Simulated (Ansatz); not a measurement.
# Every step of a relaxation of Si (beta tin type)

DFT, PBE, PAW with Ansatz's default frozen-core files, scalar-relativistic (Ansatz 0.2.0); a Γ-centred 18×18×18 k mesh, Fermi–Dirac smearing of 0.1 eV, no spin polarisation. The run relaxes shape and atoms at held volume.

Command: `ansatz run input.yaml --threads 1 --pin off --max-ram 2048MiB --backend cpu --events-out ev --progress --plain --runs-dir out` It took 13 s on 1 thread of Intel(R) Xeon(R) Platinum 8488C (Sapphire Rapids) (shared host), peak memory 0.42 GiB.

```yaml
crystal:
  lattice:
    - [-2.0088826086, 2.0088826086, 1.1035814589]
    - [2.0088826086, -2.0088826086, 1.1035814589]
    - [2.0088826086, 2.0088826086, -1.1035814589]
  atoms:
    - { symbol: Si, position: [-0.375, -0.125, -0.25] }
    - { symbol: Si, position: [0.375, 0.125, 0.25] }
kpoints:
  mp_grid: { grid: [18, 18, 18] }
scf:
  occupations: { method: fermi_dirac, width: 0.1 }
hamiltonian:
  xc: pbe
  pseudopotentials: { kind: paw }
output:
  forces: true
  stress: true
  write_density: true
  write_potential: true
  elf: true
  volumetric_format: npy
relax:
  f_tol: 0.005
  max_steps: 30
  cell: { stress_tol: 0.38, fix: [volume] }
```

Each step lists its free energy a cell above the last geometry, the pressure, the cell vectors (Å), and Cartesian positions (Å) with forces (eV/Å).

The first step:

```
step 1  dF = 32.07 meV  P = 182.0 GPa
  cell -2.0089 2.0089 1.1036  2.0089 -2.0089 1.1036  2.0089 2.0089 -1.1036
  Si 0.0000 -1.0044 -0.2759   0.0000 0.0000 0.0000
  Si 0.0000 1.0044 0.2759   0.0000 0.0000 0.0000
```

Task: Where does the relaxation end, and by which steps?

Result: After 3 geometries, with conventional a, b, c = 4.058, 4.058, 2.163 Å, at 8.907 Å³/atom and 180.8 GPa in space group I4_1/amd, with a shortest distance of 2.100 Å. The further steps:
```
step 2  dF = 3.89 meV  P = 181.1 GPa
  cell -2.0221 2.0221 1.0892  2.0221 -2.0221 1.0892  2.0221 2.0221 -1.0892
  Si 0.0000 -1.0110 -0.2723   0.0000 0.0000 0.0000
  Si 0.0000 1.0110 0.2723   0.0000 0.0000 0.0000
step 3  dF = 0.00 meV  P = 180.8 GPa
  cell -2.0291 2.0291 1.0817  2.0291 -2.0291 1.0817  2.0291 2.0291 -1.0817
  Si 0.0000 -1.0146 -0.2704   0.0000 0.0000 0.0000
  Si 0.0000 1.0146 0.2704   0.0000 0.0000 0.0000
step 4  dF = -0.03 meV  P = 180.8 GPa  (same geometry on a basis chosen anew; earlier energies don't compare to the last digit)
  cell -2.0291 2.0291 1.0817  2.0291 -2.0291 1.0817  2.0291 2.0291 -1.0817
  Si 0.0000 -1.0146 -0.2704   0.0000 0.0000 0.0000
  Si 0.0000 1.0146 0.2704   0.0000 0.0000 0.0000
```
